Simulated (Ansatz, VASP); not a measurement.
## Two plane-wave programs on Au

File INCAR:

```
SYSTEM = Au
PREC = Accurate
ENCUT = 520
EDIFF = 1E-7
ISMEAR = -1
SIGMA = 0.05
LREAL = .False.
LASPH = .True.
NELM = 60
ALGO = Normal
ISIF = 2
LWAVE = .False.
LCHARG = .True.
GGA = PS
LELF = .True.
LVHAR = .True.
NBANDS = 18
```

KPOINTS

```
regular mesh
0
Gamma
  11 11 6
  0 0 0
```

File POSCAR:

```
Au
1.0
    1.4113099650     -2.5559330250      0.0000000000
    1.4113099650      2.5559330250      0.0000000000
    0.0000000000      0.0000000000      4.8931696100
Au
2
Direct
    0.3342500000      0.6523620000      0.2519250000
    0.6527590000      0.3125790000      0.7416850000
```

input.yaml

```yaml
crystal:
  lattice:
    - [1.411309965, -2.555933025, 0.0]
    - [1.411309965, 2.555933025, 0.0]
    - [0.0, 0.0, 4.89316961]
  atoms:
    - { symbol: Au, position: [0.33425, 0.652362, 0.251925] }
    - { symbol: Au, position: [0.652759, 0.312579, 0.741685] }
hamiltonian:
  xc: pbesol
  pseudopotentials: { kind: paw }
kpoints:
  mp_grid: { grid: [11, 11, 6] }
scf:
  occupations: { method: fermi_dirac, width: 0.05 }
output:
  forces: true
  stress: true
  eigenvalues: true
  write_density: true
  write_potential: true
  elf: true
  volumetric_format: npy
```

Change from the starting cell: atoms moved at random, drawn with an rms of 0.05 Å.

Alike in both runs: task single point; functional PBEsol; k mesh 11 × 11 × 6; occupations fermi-dirac, width 0.05 eV; no spin polarisation.

|  | VASP | Ansatz |
| --- | --- | --- |
| version | VASP 6.6.1 | Ansatz 0.2.0 |
| potentials or method | VASP PAW PBE potentials, release 64 (Au) | Ansatz PAW |
| plane-wave cutoff (eV) | 520 | 420 |
| valence electrons in the cell | 22 | 38 |

|  | VASP | Ansatz | Ansatz less VASP |
| --- | --- | --- | --- |
| gap on the k mesh at the Fermi level (eV) | none | none | - |
| pressure (GPa) | -5.3 | -5.0 | +0.25 |
| largest component of the traceless stress (GPa) | 2.55 | 2.56 | +0.011 |
| rms of the force components (eV/Å) | 0.158 | 0.159 | +0.0015 |

Atom by atom the forces differ by 0.002 eV/Å (rms over components). A gap of «none» marks a metal or a gap that the smearing closes. The functional is the same, so the differences come from potentials, cutoffs and numerics. The two sets of potentials don't hold the same shells in valence.

Caveats: the PAW data sets were made with another functional, which shifts forces and pressure a little (VASP); the PAW data sets come from PBE, with cores solved anew for the run's functional, which leaves a small shift of forces and pressure (Ansatz). The runs have no spin-orbit coupling, so splittings on Au are missing.
